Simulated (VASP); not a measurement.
# Si: convergence, optical response with local fields

Si, Fd-3m (no. 227), 2 atoms in the cell. PBE, dielectric function with local fields from the Dyson equation; PAW potentials Si_GW (PBE set). VASP 6.6.1.

Wanted: ε at zero frequency, electronic within 1 %; peak of the loss function within 0.4 eV.

Kernel: RPA (Hartree).

POSCAR:
```
Si
1.0
    0.0000000000      2.7218511865      2.7218511865
    2.7218511865      0.0000000000      2.7218511865
    2.7218511865      2.7218511865      0.0000000000
Si
2
Direct
    0.5000000000      0.5000000000      0.5000000000
    0.7500000000      0.7500000000      0.7500000000
```

The series start from Cutoff of the response function (eV): 100; Frequency points: 80; Spectral method: default; Bands in all (NBANDS): 36; k mesh: 6 × 6 × 6. Each series keeps the choices made before it, and each single choice may use up half of a tolerance. Times cover all steps of a run.

## Cutoff of the response function (eV)

| Cutoff of the response function (eV) | ε at zero frequency, electronic | Peak of the loss function (eV) | Time (s) |
|---|---|---|---|
| 25 | 15.98 | 16.88 | 18 |
| 50 | 15.7 | 16.86 | 20 |
| 75 | 15.27 | 16.86 | 24 |
| 100 | 15.26 | 16.86 | 24 |
| 150 | 15.25 | 16.86 | 24 |
| 200 (reference) | 15.25 | 16.86 | 32 |

Chosen: 75, the loosest value from which every tighter one stays within half of the tolerance.

## Frequency points

| Frequency points | ε at zero frequency, electronic | Peak of the loss function (eV) | Time (s) |
|---|---|---|---|
| 12 | 15.22 | 16.96 | 24 |
| 24 | 15.22 | 17.50 | 27 |
| 48 | 15.38 | 17.09 | 24 |
| 80 | 15.27 | 16.86 | 24 |
| 120 (reference) | 15.24 | 16.77 | 21 |

Chosen: 80.

## Spectral method

| Spectral method | ε at zero frequency, electronic | Peak of the loss function (eV) | Time (s) |
|---|---|---|---|
| default | 15.27 | 16.86 | 24 |
| no | 15.22 | 16.79 | 29 |

Chosen: default; no other choice that stays within half of the tolerance saves 30 % of the time.

## Bands in all (NBANDS)

| Bands in all (NBANDS) | ε at zero frequency, electronic | Peak of the loss function (eV) | Time (s) |
|---|---|---|---|
| 12 | 15.18 | 19.33 | 14 |
| 20 | 15.21 | 16.85 | 16 |
| 36 | 15.27 | 16.86 | 24 |
| 52 | 15.28 | 16.86 | 29 |
| 84 (reference) | 15.29 | 16.86 | 43 |

Chosen: 20.

## k mesh

| k mesh | ε at zero frequency, electronic | Peak of the loss function (eV) | Time (s) |
|---|---|---|---|
| 4 × 4 × 4 | 21.92 | 19.61 | 9.2 |
| 6 × 6 × 6 (reference) | 15.21 | 16.85 | 16 |

Chosen: 6 × 6 × 6; the next looser run is off by more than half of the tolerance, so convergence isn't shown beyond this value.

## All choices together

| Input | ε at zero frequency, electronic | Peak of the loss function (eV) | Time (s) |
|---|---|---|---|
| default bands, cutoff and frequencies, which give no response at all (naive) | 1 | – | 193 |
| chosen settings | 15.21 | 16.85 | 16 |
| reference settings throughout | 15.25 | 16.77 | 82 |

The chosen settings stay within the tolerance of the reference run, but the reference itself isn't shown to be converged in: k mesh.

## The input

INCAR.step1:
```
SYSTEM = Si
  EDIFF = 1E-8
  ENCUT = 250
  ISMEAR = 0
  KPAR = 4
  LASPH = .TRUE.
  LCHARG = .FALSE.
  LWAVE = .TRUE.
  PREC = Accurate
  SIGMA = 0.02
```

INCAR.step2, as INCAR.step1 but for:
```
- EDIFF = 1E-8
+ ALGO = Exact
+ EDIFF = 1E-7
+ ISTART = 1
+ LOPTICS = .TRUE.
+ NBANDS = 20
+ NEDOS = 2000
+ NELM = 1
```

INCAR.step3:
```
SYSTEM = Si
  ALGO = CHI
  CSHIFT = 0.3
  ENCUT = 250
  ENCUTGW = 75
  ISMEAR = 0
  ISTART = 1
  KPAR = 4
  LASPH = .TRUE.
  LCHARG = .FALSE.
  LRPA = .TRUE.
  LWAVE = .FALSE.
  NBANDS = 20
  NOMEGA = 80
  PREC = Accurate
  SIGMA = 0.02
```

KPOINTS:
```
Automatic mesh
0
Gamma
  6 6 6
  0 0 0
```

Commands (each step's output is kept before the next begins):
```
cat potpaw_PBE.64/Si_GW/POTCAR > POTCAR
cp INCAR.step1 INCAR
mpirun -np 4 vasp_std > vasp.out
cp INCAR.step2 INCAR
mpirun -np 4 vasp_std > vasp.out
cp INCAR.step3 INCAR
mpirun -np 4 vasp_std > vasp.out
```

Limits: The 6×6×6 mesh is coarse for a spectrum: peaks stand apart that a denser mesh merges, and ε at zero frequency can be far too high.

The chosen input took VASP 6.6.1 16 s on 4 cores (Intel Xeon Platinum 8375C @ 2.90GHz (Ice Lake)), a shared host.
